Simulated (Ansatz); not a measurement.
Input of an Ansatz 0.2.0 run:

File input.yaml:

```yaml
crystal:
  lattice:
    - [3.27188478, 0.0, 0.0]
    - [0.0, 3.27188478, 0.0]
    - [0.0, 0.0, 3.27188478]
  atoms:
    - { symbol: In, position: [0.0, 0.0, 0.0] }
    - { symbol: Pd, position: [0.5, 0.5, 0.5] }
kpoints:
  mp_grid: { grid: [8, 8, 8] }
  band_path:
    path:
      - [0.0, 0.0, 0.0]
      - [0.0, 0.5, 0.0]
      - [0.5, 0.5, 0.0]
      - [0.0, 0.0, 0.0]
      - [0.5, 0.5, 0.5]
      - [0.0, 0.5, 0.0]
    npoints: 8
scf:
  occupations: { method: fermi_dirac, width: 0.05 }
hamiltonian:
  xc: pbesol
  pseudopotentials: { kind: all_electron, datasets: crystal }
output:
  forces: true
  stress: true
  eigenvalues: true
```

Potentials or basis: all-electron PAW datasets made for the crystal.

Run with:

```console
$ ansatz run input.yaml --threads 1 --pin off --max-ram 3072MiB --backend cpu --events-out ev --progress --plain --runs-dir out
```

Question: What does it give for the band gap along the path?

Answer: None (metal or under the smearing width).

Question: What does it give for the pressure?

Answer: -3.0 GPa.

Levels at the corners of the path, in eV from the Fermi level:
| point | band 7 | band 8 | band 9 | band 10 | band 11 | band 12 | band 13 | band 14 | band 15 | band 16 |
| --- | --- | --- | --- | --- | --- | --- | --- | --- | --- | --- |
| Γ | -3.71 | -3.71 | -2.17 | -2.17 | -2.17 | 4.27 | 4.27 | 4.27 | 9.47 | 10.68 |
| X | -5.94 | -3.70 | -3.16 | -3.16 | -2.24 | -1.01 | 9.62 | 9.62 | 9.97 | 10.78 |
| M | -3.40 | -2.58 | -2.58 | -2.26 | -2.26 | -1.58 | 1.55 | 2.54 | 9.51 | 11.37 |
| Γ | -3.71 | -3.71 | -2.17 | -2.17 | -2.17 | 4.27 | 4.27 | 4.27 | 9.47 | 10.68 |
| R | -4.78 | -4.78 | -1.54 | -1.54 | -0.03 | 3.86 | 3.86 | 3.86 | 4.49 | 4.49 |
| X | -5.94 | -3.70 | -3.16 | -3.16 | -2.24 | -1.01 | 9.62 | 9.62 | 9.97 | 10.78 |

Caveat: spin-orbit coupling is left out, which moves the levels of the heavy elements.
